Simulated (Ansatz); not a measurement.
Theory: Ansatz 0.2.0, DFT PBE, scalar-relativistic, plane waves, PAW. Settings: cutoff 420 eV, Γ-centred meshes spaced at most about 0.3 Å⁻¹, and about 0.25 Å⁻¹ or finer for metals (2π included), Gaussian smearing. No spin polarisation.

These are static total energies at zero pressure.

Two relaxed structures of NbAs:

A.

```cif
data_structure
_symmetry_space_group_name_H-M 'Pm-3m'
_symmetry_Int_Tables_number 221
_cell_length_a 3.2174
_cell_length_b 3.2174
_cell_length_c 3.2174
_cell_angle_alpha 90.000
_cell_angle_beta 90.000
_cell_angle_gamma 90.000
_cell_volume 33.31
loop_
_atom_site_label
_atom_site_type_symbol
_atom_site_symmetry_multiplicity
_atom_site_Wyckoff_symbol
_atom_site_fract_x
_atom_site_fract_y
_atom_site_fract_z
_atom_site_occupancy
Nb1 Nb 1 a 0.00000 0.00000 0.00000 1
As1 As 1 b 0.50000 0.50000 0.50000 1
```

B.

```cif
data_structure
_symmetry_space_group_name_H-M 'Fm-3m'
_symmetry_Int_Tables_number 225
_cell_length_a 5.2732
_cell_length_b 5.2732
_cell_length_c 5.2732
_cell_angle_alpha 90.000
_cell_angle_beta 90.000
_cell_angle_gamma 90.000
_cell_volume 146.63
loop_
_atom_site_label
_atom_site_type_symbol
_atom_site_symmetry_multiplicity
_atom_site_Wyckoff_symbol
_atom_site_fract_x
_atom_site_fract_y
_atom_site_fract_z
_atom_site_occupancy
Nb1 Nb 4 a 0.00000 0.00000 0.00000 1
As1 As 4 b 0.50000 0.00000 0.00000 1
```

Problem. Which form is favoured at zero pressure, and by what margin per atom?

Solution. A is lower, by 190 meV/atom. A has the caesium chloride type, space group Pm-3m (No. 221), 16.7 Å³/atom and no gap on its mesh; B has the rock salt type, space group Fm-3m (No. 225), 18.3 Å³/atom and no gap. Counting As atoms around Nb (those within 1.25 times the shortest such distance or 1.15 times the sum of covalent radii), A has Nb 8 and B has Nb 6. The denser one is the lower, and pressure would at first widen the difference. Both come from invented guesses. The lowest form computed isn't among them: it has space group I4_1md (No. 109), 17.7 Å³/atom, is reached from a cell as deposited in COD and lies 259 meV/atom below the best shown.

Cells relaxed within their symmetry can be saddle points. Some types were kept out of the candidates beforehand, so the set may lack a known form.

The preference for the caesium chloride type is a ranking between two unfavourable arrangements: the 190 meV/atom separating them is smaller than the 259 meV/atom by which A lies above the tetragonal form. That polar I4_1md structure is the known form of NbAs, so the calculation agrees with experiment on this point.

Density alone can't explain the order, since the lowest form is less dense than A. In A, eight Nb–As contacts, individually longer than the six in B, probably make up in number what they lose in strength, and the closer Nb–Nb approach may add some weak d–d overlap. The tetragonal structure instead places each atom in a trigonal prism of the other element. This suits the directional Nb 4d–As 4p covalency and the two d electrons left on formally trivalent Nb, and typically leaves few states at the Fermi level, whereas the cubic forms probably fill less favourable d states. Compression should initially narrow A's disadvantage against the tetragonal form, but whether it would ever reverse the order isn't shown.
